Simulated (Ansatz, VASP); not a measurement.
## Si3C: VASP beside Ansatz

```
C Si
1.0
     0.00000   -2.48723   -2.48723
    -2.48723    0.00000   -2.48723
     2.48723    2.48723   -4.97446
C Si
1 3
Cartesian
  -1.2436 -1.2436 -6.2181
  1.2436 1.2436 -6.2181
  0.0000 0.0000 -7.4617
  0.0000 0.0000 -2.4872
```

The cell comes from a database or a generator and needn't be the stable form of this composition.

Alike in both runs: task relaxation of cell and atoms; functional PBE; k mesh 6 × 6 × 6; occupations gaussian, width 0.1 eV; no spin polarisation.

|  | VASP | Ansatz |
| --- | --- | --- |
| version | VASP 6.6.1 | Ansatz 0.2.0 |
| potentials or method | VASP PAW PBE potentials, release 64 (C, Si) | scalar-relativistic, plane waves, PAW |
| plane-wave cutoff (eV) | 600 | 420 |
| valence electrons in the cell | 16 | 16 |

|  | VASP | Ansatz | Ansatz less VASP |
| --- | --- | --- | --- |
| gap on the k mesh at the Fermi level, each at its own relaxed structure (eV) | none | none | - |
| relaxed volume (Å³/atom) | 14.92 | 14.71 | -0.215 |
| relaxed cell length with the largest relative difference (Å) | 3.424 | 3.380 | -0.0438 |
| energy change over the relaxation (meV/atom) | -271 | -273 | -1.7 |

A gap of «none» marks a metal or a gap that the smearing closes.
